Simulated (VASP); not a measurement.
SnSe2:

```
Sn Se
1.0
     3.78542    0.00000    0.00000
    -1.89271    3.27827    0.00000
     0.00000    0.00000    6.09482
Sn Se
1 2
Direct
  0.00000 0.00000 0.00000
  0.66667 0.33333 0.75100
  0.33333 0.66667 0.24900
```

Base run:

- Program: VASP 6.6.1
- Functional: PBE
- Dispersion: D4
- Potentials or basis: VASP PAW PBE potentials, release 64 (Sn_d, Se)
- Cutoff: 520 eV
- k mesh: 8 × 8 × 5
- Occupations: fermi-dirac, width 0.05 eV
- Spin: no spin polarisation

Its results: band gap on the k mesh 0.83 eV, indirect (least direct gap 1.18 eV); pressure 4.9 GPa; largest force 1.028 eV/Å.

Problem. The run is repeated on the same cell with these changes: dispersion from D4 to none. What comes out?

Solution. Band gap on the k mesh 0.83 eV, indirect (least direct gap 1.18 eV); pressure 7.4 GPa; largest force 1.015 eV/Å.

Dispersion adds attraction, which lowers the pressure at fixed volume and, as a term added to the energy, leaves the levels alone.

Caveats: spin-orbit coupling is left out, which moves the levels of the heavy elements; an odd mesh through Γ misses points on the zone boundary, where band edges often lie; forces of over 1 eV/Å show positions far from the minimum, so gaps and moduli don't describe the material at rest; this functional lacks dispersion, which binds the layers, so the pressure and a relaxed spacing across them are unreliable (some runs).

Not every run made on this cell is shown here.
